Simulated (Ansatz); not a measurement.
# KF: levels along high-symmetry lines

```
K F
1.0
     0.00000    2.70989    2.70989
     2.70989    0.00000    2.70989
     2.70989    2.70989    0.00000
K F
1 1
Direct
  0.00000 0.00000 0.00000
  0.50000 0.50000 0.50000
```

Atoms are numbered in the order listed.

The structure comes from a relaxation in the same program, started in the rocksalt type, and has space group Fm-3m. Whether it is a known phase or the ground state wasn't checked.

The calculation used DFT, PBE, all-electron LAPW, scalar-relativistic (Ansatz 0.2.0).

Sampling and basis: a Γ-centred 16×16×16 k mesh, Fermi–Dirac smearing of 0.08 eV, basis error target 1 meV/atom, no spin polarisation.

Points in fractions of the reciprocal vectors of this cell: Γ (0, 0, 0), X (0.5, 0, 0.5), U (0.625, 0.25, 0.625), K (0.375, 0.375, 0.75), L (0.5, 0.5, 0.5), W (0.5, 0.25, 0.75). The path joins them by straight lines in the order Γ–X–U–K–Γ–L–W–X; legs that retrace an earlier one aren't tabulated. Energies are in eV from the top of the valence band.

Task: Is there a gap, and where are the band edges?

Result: 5.96 eV, direct at Γ.

Task: List the levels between -14 and 8 eV at the symmetry points.

Result: 
Γ: -9.52 (×3), 0.00 (×3), 5.96
X: -10.01, -9.71 (×2), -0.23, -0.06 (×2)
U: -9.93, -9.73, -9.65, -0.32, -0.21, -0.18
K: -9.93, -9.73, -9.65, -0.32, -0.21, -0.18
L: -9.77, -9.56 (×2), -0.74, -0.31 (×2)
W: -9.86 (×2), -9.61, -0.37, -0.17 (×2)
